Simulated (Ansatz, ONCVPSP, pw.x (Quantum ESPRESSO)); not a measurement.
**molybdenum (Mo): does the ONCV potential hold in the solid?**

- Element: Mo (Z = 42)
- Generator: ONCVPSP 4.0.1.1 (patched build)
- Type: optimised norm-conserving Vanderbilt (ONCV)
- Functional: LDA (Perdew-Wang 92)
- Relativity: scalar-relativistic
- Frozen core: [Ar] 3d10
- Valence charge: 14
- Reference configuration: 4s2 4p6 4d5 5s0.5 (charge +0.5)
- Partial waves: 4s+5s: rc 2.15 bohr, ncon 3, nbas 6, qcut 7.3 1/bohr, 2 projectors; 4p: rc 1.45 bohr, ncon 4, nbas 8, qcut 9.3 1/bohr, 2 projectors, debl 1.8 Ha; 4d: rc 2.55 bohr, ncon 4, nbas 9, qcut 6.1 1/bohr, 2 projectors, debl 4.6 Ha
- Local potential: polynomial inside 1.40 bohr (lpopt 4, dvloc0 0 Ha)
- Core correction: Teter function fitted to the true core (icmod 2), fcfact 0.75

Atomic tests: cutoffs needed: 29 Ha and 35 Ha (the cutoffs (Ha) at which the residual kinetic energy of the hardest occupied pseudo-wave falls to 1 and 0.1 mHa per electron); ghost test: ghosts flagged at negative energy: d at -253.3 eV; no localised positive-energy state flagged; a true bound ghost makes a file unfit for plane-wave use; largest excitation error: -26 meV (all-electron minus pseudo) for 4s2 4p6 4d4 5s0, out of 4 test configurations.

Crystal test: fcc Mo in pw.x 7.5, no spin, 14³ k-points, Fermi–Dirac smearing 0.01 Ry, cutoffs 85/340 Ry. The lattice is a test structure that the element need not adopt, and mesh and smearing are coarse.

pw.x input:

```
&control
  calculation='scf', prefix='x', pseudo_dir='./', outdir='./tmp', tstress=.true., disk_io='none'
/
&system
  ibrav=0, nat=1, ntyp=1, ecutwfc=85, ecutrho=340, nbnd=15,
  occupations='smearing', smearing='fd', degauss=0.01
/
&electrons
  conv_thr=1e-09, mixing_beta=0.4, electron_maxstep=70
/
ATOMIC_SPECIES
Mo 1.0 Mo.UPF
CELL_PARAMETERS angstrom
  0.00000000 1.96850669 1.96850669
  1.96850669 0.00000000 1.96850669
  1.96850669 1.96850669 0.00000000
ATOMIC_POSITIONS crystal
Mo 0.0000 0.0000 0.0000
K_POINTS automatic
14 14 14 0 0 0
```

```bash
pw.x < Mo.scf.in > Mo.scf.out
```

How does the run end?

It converges; the pressure is -187.20 GPa against 0.23 GPa from all-electron LAPW. The pseudo pressure rises with volume over the whole range, a mechanical instability. Note: ghosts flagged at negative energy: d at -253.3 eV; no localised positive-energy state flagged. A true bound ghost makes a file unfit for plane-wave use. A pressure error of this size marks a broken potential; the numbers have no physical meaning. The log shows:

```
     charge density cutoff     =     340.0000  Ry
     scf convergence threshold =      1.0E-09
     Exchange-correlation= SLA  PW   NOGX NOGC
     number of k points=   104  Fermi-Dirac smearing, width (Ry)=  0.0100
     iteration #  1     ecut=    85.00 Ry     beta= 0.40
     total energy              =    -326.29984866 Ry
     estimated scf accuracy    <       7.29679943 Ry
     iteration #  2     ecut=    85.00 Ry     beta= 0.40
     total energy              =    -325.89594631 Ry
     estimated scf accuracy    <       1.38159724 Ry
     iteration #  3     ecut=    85.00 Ry     beta= 0.40
     total energy              =    -326.18103689 Ry
     estimated scf accuracy    <       0.02315073 Ry
     iteration #  4     ecut=    85.00 Ry     beta= 0.40
     total energy              =    -326.18228398 Ry
     estimated scf accuracy    <       0.00111097 Ry
     iteration #  5     ecut=    85.00 Ry     beta= 0.40
     total energy              =    -326.18238592 Ry
     estimated scf accuracy    <       0.00002836 Ry
     iteration #  6     ecut=    85.00 Ry     beta= 0.40
     total energy              =    -326.18238956 Ry
     estimated scf accuracy    <       0.00000062 Ry
     iteration #  7     ecut=    85.00 Ry     beta= 0.40
     total energy              =    -326.18238957 Ry
     estimated scf accuracy    <       0.00000005 Ry
     iteration #  8     ecut=    85.00 Ry     beta= 0.40
     the Fermi energy is     3.4505 ev
!    total energy              =    -326.18238958 Ry
     estimated scf accuracy    <          4.1E-10 Ry
     smearing contrib. (-TS)   =      -0.00317243 Ry
     The total energy is F=E-TS. E is the sum of the following terms:
     one-electron contribution =    -192.24071215 Ry
     hartree contribution      =      37.07697656 Ry
     xc contribution           =     -50.22948441 Ry
     ewald contribution        =    -120.78599714 Ry
     convergence has been achieved in   8 iterations
          total   stress  (Ry/bohr**3)                   (kbar)     P=    -1871.96
     Message from routine punch:
     Nothing written, as per user request (disk_io='none')
```
